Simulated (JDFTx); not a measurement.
# AlRu under changes of volume

One of the cells (13.387 Å³/atom); the others are scaled copies at fixed shape and fractional positions:

```
Ru Al
1.0
     2.99160    0.00000    0.00000
     0.00000    2.99160    0.00000
     0.00000    0.00000    2.99160
Ru Al
1 1
Direct
  0.50000 0.50000 0.50000
  0.00000 0.00000 0.00000
```

- Program: JDFTx 1.7.0 (patched build)
- Functional: PBE
- Potentials or basis: PseudoDojo-SR-PBE-0.5-standard
- Cutoff: 1143 eV
- Density cutoff: 9143 eV
- k mesh: 9 × 9 × 9
- Occupations: fermi-dirac, width 0.05 eV
- Spin: no spin polarisation

| volume (Å³/atom) | energy over the lowest point (meV/atom) | pressure (GPa) |
| --- | --- | --- |
| 12.584 | ? | ? |
| 12.851 | 24.31 | 12.1 |
| 13.119 | 8.46 | 7.0 |
| 13.387 | 0.62 | 2.5 |
| 13.655 | 0.00 | -1.6 |
| 13.922 | 5.83 | -5.3 |
| 14.190 | 17.48 | -8.5 |

Question: What does the run at 12.584 Å³/atom give?

Answer: Energy over the lowest point 49.10 meV/atom; pressure 17.7 GPa.

Worked out: A Birch-Murnaghan fit of order 3 (a polynomial in V^(-2/3)) to the other rows has its minimum at 13.54 Å³/atom with B0 = V·E''(V) = 204 GPa and B' = 4.4. It gives 49.00 meV/atom at 12.584 Å³/atom, against the run's 49.10, and -dE/dV = 17.7 GPa, against 17.7.

Energies are extrapolated to zero smearing.
